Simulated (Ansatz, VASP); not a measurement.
Cu: VASP beside Ansatz

The input INCAR:

```
ALGO = Normal ; EDIFF = 1E-6
EDIFFG = -0.005 ; ENCUT = 600
GGA = PS ; IBRION = 2
ISIF = 3 ; ISMEAR = -1
LASPH = T ; LCHARG = F
LREAL = F ; LWAVE = F
NELM = 80 ; NSW = 60
PREC = Accurate ; SIGMA = 0.1
```

KPOINTS

```
k-points
0
Gamma
  14 14 14
```

File POSCAR:

```
Cu
1.0
    0.0000000000      2.4177218275      2.4177218275
    2.4177218275      0.0000000000      2.4177218275
    2.4177218275      2.4177218275      0.0000000000
Cu
2
Direct
   -0.1250000000     -0.1250000000     -0.1250000000
    0.1250000000      0.1250000000      0.1250000000
```

Input for Ansatz:

```yaml
crystal:
  lattice:
    - [0.0, 2.4177218275, 2.4177218275]
    - [2.4177218275, 0.0, 2.4177218275]
    - [2.4177218275, 2.4177218275, 0.0]
  atoms:
    - { symbol: Cu, position: [-0.125, -0.125, -0.125] }
    - { symbol: Cu, position: [0.125, 0.125, 0.125] }
kpoints:
  mp_grid: { grid: [14, 14, 14] }
scf:
  occupations: { method: fermi_dirac, width: 0.1 }
hamiltonian:
  xc: pbesol
  pseudopotentials: { kind: paw }
output:
  forces: true
  stress: true
  write_density: true
  write_potential: true
  elf: true
  volumetric_format: npy
relax:
  f_tol: 0.005
  max_steps: 40
  cell: {}
basis:
  xc_grid: 4
```

This isn't the form of Cu at room conditions, which is fcc.

Alike in both runs: task relaxation of cell and atoms; functional PBEsol; k mesh 14 × 14 × 14; occupations fermi-dirac, width 0.1 eV; no spin polarisation.

|  | VASP | Ansatz |
| --- | --- | --- |
| version | VASP 6.6.1 | Ansatz 0.2.0 |
| potentials or method | VASP PAW PBE potentials, release 64 (Cu) | PAW with Ansatz's default frozen-core files, scalar-relativistic |
| plane-wave cutoff (eV) | 600 | 420 |
| valence electrons in the cell | 22 | 38 |

Ansatz gave:

* gap on the k mesh at the Fermi level, each at its own relaxed structure (eV): none
* relaxed volume (Å³/atom): 17.90
* relaxed cell length with the largest relative difference (Å): 3.699
* energy change over the relaxation (meV/atom): -268

**Question.** Which values does VASP return?

**Answer.** gap on the k mesh at the Fermi level, each at its own relaxed structure (eV): none; relaxed volume (Å³/atom): 17.98; relaxed cell length with the largest relative difference (Å): 3.705; energy change over the relaxation (meV/atom): -278.

A gap of «none» marks a metal or a gap that the smearing closes. The two sets of potentials don't hold the same shells in valence.

Caveats: the volume moved by over 15 % at a fixed basis, so the end points are rough (VASP); the PAW data sets were made with another functional, which shifts forces and pressure a little (VASP).
